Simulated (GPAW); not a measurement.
**Near-edge structure at the P K edge of zinc-blende (GaP)₁₋ₓ(InP)ₓ at x = 0.125**

Aim: the P K edge in zinc-blende (GaP)₁₋ₓ(InP)ₓ at x = 0.125, one member of a composition series.

Program: GPAW 26.7.0. Level of theory: X-ray absorption from dipole matrix elements to empty bands, plane-wave PAW PBE. Results are calculated unless marked as measured.

### 1. Set-up

The cell holds 16 atoms: 7 Ga, 8 P and 1 In. Cell: a = 7.783 Å, b = 7.783 Å, c = 7.783 Å, α = 60.0°, β = 60.0°, γ = 60.0°. 16-atom zinc-blende cell, 1 of 8 Ga sites taken by In at random, lattice constants typed for the ends and interpolated (Vegard).

### 2. Relaxation

The cell was built by hand, so its atoms are relaxed first: near-edge features follow bond lengths closely.

Input file relax.py:

```python
import numpy as np
from ase import Atoms
from ase.parallel import parprint, paropen
from gpaw import GPAW, PW, FermiDirac, Mixer, MixerDif, setup_paths
from ase.optimize import BFGS

atoms = Atoms('GaPGaPGaPGaPGaPGaPInPGaP',
    cell=[[0, 5.50325, 5.50325],
     [5.50325, 0, 5.50325],
     [5.50325, 5.50325, 0]],
    scaled_positions=[[0.000696, 0.001425, 0.001025],
     [0.122747, 0.123117, 0.121166],
     [0.997017, 0.001209, 0.502313],
     [0.125688, 0.124397, 0.620942],
     [0.997554, 0.501081, 0.998559],
     [0.123711, 0.621581, 0.123527],
     [0.000501, 0.49996, 0.49955],
     [0.127766, 0.623481, 0.621004],
     [0.499629, 0.994873, 0.000848],
     [0.625609, 0.126249, 0.125112],
     [0.496336, 0.99924, 0.495767],
     [0.62559, 0.122733, 0.622895],
     [0.499379, 0.499248, 0.998856],
     [0.622219, 0.622858, 0.126633],
     [0.501911, 0.500215, 0.496542],
     [0.621216, 0.625664, 0.625448]],
    pbc=True)
atoms.calc = GPAW(legacy_gpaw=True, mode=PW(400, force_complex_dtype=True), xc='PBE', setups={},
    kpts={'size': (3, 3, 3), 'gamma': True}, occupations=FermiDirac(0.08),
    charge=0, mixer=Mixer(0.1, 5, 50), maxiter=150,
    convergence={'density': 0.0001, 'eigenstates': 1e-6}, txt='relax.txt')
steps = []
opt = BFGS(atoms, logfile='-')
opt.attach(lambda: steps.append([atoms.get_potential_energy(), float(np.linalg.norm(atoms.get_forces(), axis=1).max())]))
done = opt.run(fmax=0.05, steps=30)
out = dict(done=bool(done), steps=steps, frac=atoms.get_scaled_positions().tolist())
import json
with paropen('out.json', 'w') as f:
    json.dump(out, f)
```

Command:

```bash
$ OMP_NUM_THREADS=1 mpirun -n 4 gpaw python relax.py
```

Numbers of over 12 decimals in the logs are rounded to 6 here.

What it wrote:

```text
Input parameters:
  convergence: {density: 0.0001,
                eigenstates: 1e-06}
  kpts: {gamma: True,
         size: (3, 3, 3)}
  maxiter: 150
  mixer: {backend: pulay,
          beta: 0.1,
          method: separate,
          nmaxold: 5,
          weight: 50}
  mode: {ecut: 400.0,
         force_complex_dtype: True,
         name: pw}
  occupations: {fixmagmom: False,
                name: fermi-dirac,
[...]
Forces in eV/Ang:
[...]
14 Ga    0.00533   -0.02831   -0.01240
 15 P     0.00952   -0.00205   -0.01810
Step     Time          Energy          fmax
BFGS:    0 01:21:23      -71.031204        1.895228
BFGS:    1 01:21:39      -71.209161        1.359865
BFGS:    2 01:22:00      -71.412601        0.141917
BFGS:    3 01:22:12      -71.415410        0.115664
BFGS:    4 01:22:22      -71.417118        0.079100
BFGS:    5 01:22:32      -71.417941        0.039592
[key lines of the parts left out:]
Converged after 6 iterations.
Dipole moment: (-23.004775, -23.060676, -25.256244) |e|*Ang
Free energy:    -71.417941
Fermi level: 5.72997
```

It took 97 s on 4 MPI ranks of INTEL XEON PLATINUM 8581C at 2.10GHz (Emerald Rapids), shared host; peak memory 0.32 GiB; 6.4 min of CPU time.

In 5 steps the energy fell by 387 meV (energies extrapolated to zero smearing) and the largest force to 0.040 eV/Å. Atom 10 (P; the text counts from 1, the script from 0) is among those that moved most, by 0.11 Å.

### 3. The field without a hole

A plain self-consistent run shows whether there is a gap, which decides the set-up of the core-hole run.

Input file scf.py:

```python
import numpy as np
from ase import Atoms
from ase.parallel import parprint, paropen
from gpaw import GPAW, PW, FermiDirac, Mixer, MixerDif, setup_paths
from gpaw.test import gen
setup_paths.insert(0, '.')
gen('P', name='nch1s', xcname='PBE', corehole=(1, 0, 0), write_xml=True)
from gpaw.mpi import world
world.barrier()

atoms = Atoms('GaPGaPGaPGaPGaPGaPInPGaP',
    cell=[[0, 5.50325, 5.50325],
     [5.50325, 0, 5.50325],
     [5.50325, 5.50325, 0]],
    scaled_positions=[[0.000573, 0.998836, 0.998698],
     [0.1244399, 0.1244663, 0.1241861],
     [0.9984133, 0.9997907, 0.4992244],
     [0.1234846, 0.1251619, 0.6239404],
     [0.9990484, 0.4993242, 0.9973469],
     [0.1089318, 0.6287374, 0.1286418],
     [0.9993341, 0.5000961, 0.4990199],
     [0.1257003, 0.6246908, 0.6228039],
     [0.4993143, 0.9987422, 0.9992256],
     [0.6299418, 0.110114, 0.1273877],
     [0.498258, 0.999804, 0.4977142],
     [0.623385, 0.123018, 0.62433],
     [0.4980654, 0.4994812, 0.9991798],
     [0.6287849, 0.6282503, 0.1290551],
     [0.5008057, 0.4975396, 0.4996351],
     [0.6290877, 0.6293185, 0.6098278]],
    pbc=True)
atoms.calc = calc = GPAW(legacy_gpaw=True, mode=PW(400, force_complex_dtype=True), xc='PBE', setups={1: 'nch1s'},
    kpts={'size': (3, 3, 3), 'gamma': True}, occupations=FermiDirac(0.05),
    charge=0, mixer=Mixer(0.1, 5, 50), maxiter=150,
    convergence={'density': 0.0001, 'eigenstates': 1e-6}, txt='scf.txt')
energy = atoms.get_potential_energy() + calc.get_reference_energy()
ef = calc.get_fermi_level()
out = dict(energy=energy, fermi=ef, forces=atoms.get_forces().tolist())
parprint(f'all-electron energy {energy:.4f} eV, Fermi level {ef:.4f} eV')
ev = np.array([[calc.get_eigenvalues(k, s) for k in range(len(calc.get_ibz_k_points()))] for s in range(calc.get_number_of_spins())])
out['homo'], out['lumo'], out['counts'] = ev[ev < ef].max(), ev[ev > ef].min(), sorted(set((ev < ef).sum((0, 2)).tolist()))
out['filled'] = (ev[:, 0] < ef).sum(1).tolist()
import json
with paropen('out.json', 'w') as f:
    json.dump(out, f)
```

Command:

```bash
$ OMP_NUM_THREADS=1 mpirun -n 4 gpaw python scf.py
```

What it wrote:

```text
Input parameters:
  convergence: {density: 0.0001,
                eigenstates: 1e-06}
  kpts: {gamma: True,
         size: (3, 3, 3)}
  maxiter: 150
  mixer: {backend: pulay,
          beta: 0.1,
          method: separate,
          nmaxold: 5,
          weight: 50}
  mode: {ecut: 400.0,
         force_complex_dtype: True,
         name: pw}
  occupations: {fixmagmom: False,
                name: fermi-dirac,
                width: 0.05}
  setups: {1: nch1s}
  xc: PBE

Initialize ...

[... PAW data sets ...]

Reference energy: -604591.429897  # eV

Spin-paired calculation

[... convergence settings ...]
Symmetries present (total): 1
  [... symmetry matrices ...]

27 k-points: 3 x 3 x 3 Monkhorst-Pack grid
14 k-points in the irreducible part of the Brillouin zone
       k-points in crystal coordinates                weights
   0:     0.00000000    0.00000000    0.00000000          1/27
   1:     0.00000000    0.00000000    0.33333333          2/27
   2:     0.00000000    0.33333333   -0.33333333          2/27
   3:     0.00000000    0.33333333    0.00000000          2/27
   4:     0.00000000    0.33333333    0.33333333          2/27
   5:     0.33333333   -0.33333333   -0.33333333          2/27
   6:     0.33333333   -0.33333333    0.00000000          2/27
   7:     0.33333333   -0.33333333    0.33333333          2/27
   8:     0.33333333    0.00000000   -0.33333333          2/27
   9:     0.33333333    0.00000000    0.00000000          2/27
          ...
  13:     0.33333333    0.33333333    0.33333333          2/27

Wave functions: Plane wave expansion
  Cutoff energy: 400.000 eV
  Number of coefficients (min, max): 5985, 6106
  Pulay-stress correction: 0.000000 eV/Ang^3 (de/decut=0.000000)
  Using FFTW library
  Wavefunction extrapolation:
    Improved wavefunction reuse through dual PAW basis

Occupation numbers: Fermi-Dirac:
  width: 0.0500  # eV

Eigensolver
   Davidson(niter=2)

Densities:
  Coarse grid: 36*36*36 grid
  Fine grid: 72*72*72 grid
  Total Charge: 0.000000

Density mixing:
  Method: separate
  Backend: pulay
  Linear mixing parameter: 0.1
  old densities: 5
  Width of damping distribution: 1.1
  Damping of long wavelength oscillations: 50

[... Hamiltonian set-up ...]
Number of atoms: 16
Number of atomic orbitals: 69
Number of bands in calculation: 49
Number of valence electrons: 74
Bands to converge: occupied

... initialized

Initializing position-dependent things.

Density initialized from atomic densities
Creating initial wave functions:
  49 bands from LCAO basis set

                            Ga

                              Ga

                      Ga           Ga
                           Ga
                        P
                            In
                P
                    Ga            Ga
                 P
         P             P

              P

                P
       P

Atomic positions and initial magnetic moments

Positions:
   0 Ga    10.992929    5.499238    5.499998    ( 0.0000,  0.0000,  0.0000)
   1 P      1.368396    1.368251    1.369793    ( 0.0000,  0.0000,  0.0000)
   2 Ga     8.249455    8.241875   10.996616    ( 0.0000,  0.0000,  0.0000)
   3 P      4.122497    4.113267    1.368364    ( 0.0000,  0.0000,  0.0000)
   4 Ga     8.236555   10.986662    8.245919    ( 0.0000,  0.0000,  0.0000)
   5 P      4.168047    1.307427    4.059578    ( 0.0000,  0.0000,  0.0000)
   6 Ga     5.498385    8.245817    8.251739    ( 0.0000,  0.0000,  0.0000)
[...]
13 P      4.167641    4.170583    6.917779    ( 0.0000,  0.0000,  0.0000)
  14 Ga     5.487702    5.505676    5.494144    ( 0.0000,  0.0000,  0.0000)
  15 P      6.819332    6.818062    6.925324    ( 0.0000,  0.0000,  0.0000)

Unit cell:
           periodic     x           y           z      points  spacing
  1. axis:    yes    0.000000    5.503250    5.503250    36     0.1765
  2. axis:    yes    5.503250    0.000000    5.503250    36     0.1765
  3. axis:    yes    5.503250    5.503250    0.000000    36     0.1765

  Lengths:   7.782771   7.782771   7.782771
  Angles:   60.000000  60.000000  60.000000

Effective grid spacing dv^(1/3) = 0.1926

iter:   1   -73.012747
iter:   2   -72.442546   -1.61  -0.86
iter:   3   -71.479351   -1.42  -0.92
iter:   4   -71.431718   -2.78  -1.34
iter:   5   -71.471081   -2.31  -1.45
iter:   6   -71.453083   -2.51  -2.04
iter:   7   -71.419826   -3.45  -1.93
iter:   8   -71.418013c  -4.03  -2.43
iter:   9   -71.419560c  -4.25  -2.69
iter:  10   -71.417769c  -4.23  -2.61
iter:  11   -71.417668c  -5.86  -3.16
iter:  12   -71.417690c  -5.73  -3.46
iter:  13   -71.417654c  -5.94  -3.47
iter:  14   -71.417657c  -6.77c -3.85
iter:  15   -71.417653c  -7.07c -3.79
iter:  16   -71.417655c  -7.25c -4.07c

Converged after 16 iterations.

Dipole moment: (-23.005581, -23.061683, -25.254010) |e|*Ang

Energy contributions relative to reference atoms: (reference = -604591.429897)

Kinetic:       +190.644679
Potential:     -167.929978
External:        +0.000000
XC:             -94.532193
Entropy (-ST):   -0.000000
Local:           +0.399838
SIC:             +0.000000
--------------------------
Free energy:    -71.417655
Extrapolated:   -71.417655

Showing only first 2 kpts
 Kpt  Band  Eigenvalues  Occupancy
  0    35      4.98949    2.00000
  0    36      4.99167    2.00000
  0    37      6.48233    0.00000
  0    38      6.50954    0.00000

  1    35      4.64732    2.00000
  1    36      4.64902    2.00000
  1    37      6.78126    0.00000
  1    38      6.99282    0.00000

Fermi level: 5.73787

Gap: 1.491 eV
Transition (v -> c):
  (s=0, k=0, n=36, [0.00, 0.00, 0.00]) -> (s=0, k=0, n=37, [0.00, 0.00, 0.00])
No difference between direct/indirect transitions

Forces in eV/Ang:
  0 Ga    0.01978   -0.00789    0.02225
  1 P    -0.01454   -0.00998   -0.01593
  2 Ga   -0.00152    0.00513    0.00416
  3 P    -0.02223   -0.00561   -0.00351
  4 Ga   -0.00808    0.01803   -0.00192
  5 P    -0.01714    0.02323    0.02698
  6 Ga   -0.01143    0.02575   -0.00286
[...]
13 P    -0.01366   -0.01957   -0.01155
 14 Ga    0.00541   -0.02805   -0.01632
 15 P     0.01556    0.00761   -0.02470
Scalar-relativistic atomic PBE calculation for P (Phosphorus, Z=15)
Core hole in 1s state (1s occupation: 2.0)
450 radial gridpoints.
|------------------------------------------------|
|------------------------------------------------|
[... the atom generator's iteration count ...]

Energy contributions:
-------------------------
Kinetic:     +342.906436
XC:           -22.991824
Potential:   -661.790396
-------------------------
Total:       -341.875784

state      eigenvalue         ekin         rmax
-----------------------------------------------
1s^2.0 :   -76.579645   106.980195        0.068
2s^2.0 :    -6.393391    15.726762        0.419
2p^6.0 :    -4.575064    14.823216        0.354
3s^2.0 :    -0.513310     2.126100        1.575
3p^3.0 :    -0.202354     1.433676        1.835
-----------------------------------------------
(units: Bohr and Hartree)

Generating PAW setup
Kinetic energy of the core from tauc = 335.182992
Cutoffs:
rc(s)=1.800
rc(p)=1.800
rc(d)=1.800
rc(vbar)=1.620
rc(comp)=1.800
rc(nct)=1.800

Kinetic energy of the core states: 334.353209
Charge: 0.0
Core electrons: 10.0
Valence electrons: 5.0
Pseudo-core charge: 0.177519
Shape function alpha=3.086
Pseudo-electron charge 5.446445
state    eigenvalue         norm
--------------------------------
3s(2) :    -0.513310     1.123125
*s    :     0.486690
3p(3) :    -0.202354     1.007558
*p    :     0.797646
*d    :     0.000000
--------------------------------

Diagonalizing with gridspacing h=0.050

state   all-electron     PAW
-------------------------------
3s:      -0.513310    -0.513614
3p:      -0.202354    -0.202609
*d:                    0.037583
*f:                    0.071811
-------------------------------
all-electron energy -604662.8476 eV, Fermi level 5.7379 eV
```

It took 30 s on 4 MPI ranks; peak memory 0.31 GiB.

The mesh shows a gap of 1.49 eV. The excited electron is kept all the same, so that all members of the series, with or without a gap, are treated alike.

### 4. Cell without a hole, the energy reference

The photon energy needs a difference of total energies, so the cell and mesh of the coming hole run are first run without a hole.

Edit scf.py of step 3 so:

```diff
@@ -32,3 +32,3 @@
 atoms.calc = calc = GPAW(legacy_gpaw=True, mode=PW(400, force_complex_dtype=True), xc='PBE', setups={1: 'nch1s'},
-    kpts={'size': (3, 3, 3), 'gamma': True}, occupations=FermiDirac(0.05),
+    kpts={'size': (3, 3, 3), 'gamma': True}, occupations=FermiDirac(0.02),
     charge=0, mixer=Mixer(0.1, 5, 50), maxiter=150,
```

What it wrote:

```text
Input parameters:
  convergence: {density: 0.0001,
                eigenstates: 1e-06}
  kpts: {gamma: True,
         size: (3, 3, 3)}
  maxiter: 150
  mixer: {backend: pulay,
          beta: 0.1,
          method: separate,
          nmaxold: 5,
          weight: 50}
  mode: {ecut: 400.0,
         force_complex_dtype: True,
         name: pw}
  occupations: {fixmagmom: False,
                name: fermi-dirac,
[...]
3s(2) :    -0.513310     1.123125
*s    :     0.486690
3p(3) :    -0.202354     1.007558
*p    :     0.797646
*d    :     0.000000
--------------------------------

Diagonalizing with gridspacing h=0.050

state   all-electron     PAW
-------------------------------
3s:      -0.513310    -0.513614
3p:      -0.202354    -0.202609
*d:                    0.037583
*f:                    0.071811
-------------------------------
all-electron energy -604662.8476 eV, Fermi level 5.5649 eV
[key lines of the parts left out:]
Converged after 16 iterations.
Dipole moment: (-23.005581, -23.061683, -25.254010) |e|*Ang
Free energy:    -71.417655
Fermi level: 5.56486
```

Run time: 32 s. Hardware: 4 MPI ranks; peak memory 0.31 GiB; 2.1 min of CPU time.

Reference energy: -604662.848 eV with the cores included.

[end of part 1 of 3]

[Banner, clock and machine lines of the logs are left out without a mark of their own.]

[Logs are printed without paths, hosts, clocks, repeated set-up lines and the standing remarks that a program may print on its own settings, such as how far it seeks lower states.]

[Hosts, paths, dates, database ids (printed as entryN), source tags and the programs' standing remarks are cut or masked in the printed files.]

[Lists of maxima count a maximum above −3 eV only where it reaches 4 % of the highest in the window and stands out from its surroundings by 2 % of it (1.5 % where it reaches 55 %); shoulders and weaker maxima are passed over, and of the rest the first, up to two pre-edge ones and the few strongest are named.]
